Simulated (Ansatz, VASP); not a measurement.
## MgB2: VASP beside Ansatz

Contents of POSCAR:

```
MgB2
1.0
    3.0433056997      0.0000000000      0.0000000000
   -1.5216528499      2.6355800475      0.0000000000
    0.0000000000      0.0000000000      3.4753860551
Mg B
1 2
Direct
    0.0000000000      0.0000000000      0.0000000000
    0.6666666667      0.3333333333      0.5000000000
    0.3333333333      0.6666666667      0.5000000000
```

Contents of INCAR.step1:

```
SYSTEM = MgB2
PREC = Accurate
ENCUT = 520
ISMEAR = -1
SIGMA = 0.05
LREAL = .FALSE.
LASPH = .TRUE.
NELM = 100
NBANDS = 11
GGA = PE
ALGO = Normal
EDIFF = 1E-4
LWAVE = .TRUE.
LCHARG = .FALSE.
```

INCAR.step2

```
SYSTEM = MgB2
PREC = Accurate
ENCUT = 520
EDIFF = 1E-6
ISMEAR = -1
SIGMA = 0.05
LREAL = .FALSE.
LASPH = .TRUE.
NELM = 100
ALGO = Normal
ISIF = 2
LWAVE = .FALSE.
LCHARG = .FALSE.
METAGGA = R2SCAN
LMIXTAU = .TRUE.
NBANDS = 11
ISTART = 1
```

The input KPOINTS:

```
regular mesh
0
G
  10 10 8
  0 0 0
```

Contents of input.yaml:

```yaml
crystal:
  lattice:
    - [3.0433056997, 0.0, 0.0]
    - [-1.5216528499, 2.6355800475, 0.0]
    - [0.0, 0.0, 3.4753860551]
  atoms:
    - { symbol: Mg, position: [0.0, 0.0, 0.0] }
    - { symbol: B, position: [0.6666666667, 0.3333333333, 0.5] }
    - { symbol: B, position: [0.3333333333, 0.6666666667, 0.5] }
hamiltonian:
  xc: r2scan
  pseudopotentials: { kind: paw }
kpoints:
  mp_grid: { grid: [10, 10, 8] }
scf:
  occupations: { method: fermi_dirac, width: 0.05 }
output:
  forces: true
  stress: true
  eigenvalues: true
  write_density: true
  write_potential: true
  elf: true
  volumetric_format: npy
```

Alike in both runs: task single point; functional r2SCAN; k mesh 10 × 10 × 8; occupations fermi-dirac, width 0.05 eV; no spin polarisation.

|  | VASP | Ansatz |
| --- | --- | --- |
| version | VASP 6.6.1 | Ansatz 0.2.0 |
| potentials or method | VASP PAW PBE potentials, release 64 (Mg, B) | Ansatz PAW |
| plane-wave cutoff (eV) | 520 | 500 |
| valence electrons in the cell | 8 | 16 |

|  | VASP | Ansatz | Ansatz less VASP |
| --- | --- | --- | --- |
| gap on the k mesh at the Fermi level (eV) | none | none | - |
| pressure (GPa) | 4.1 | 4.5 | +0.41 |
| largest component of the traceless stress (GPa) | 1.81 | 1.53 | -0.276 |

A gap of «none» marks a metal or a gap that the smearing closes. The functional is the same, so the differences come from potentials, cutoffs and numerics. The two sets of potentials don't hold the same shells in valence.

Caveats: the PAW data sets were made with another functional, which shifts forces and pressure a little (VASP); the PAW data sets come from PBE, with cores solved anew for the run's functional, which leaves a small shift of forces and pressure (Ansatz).
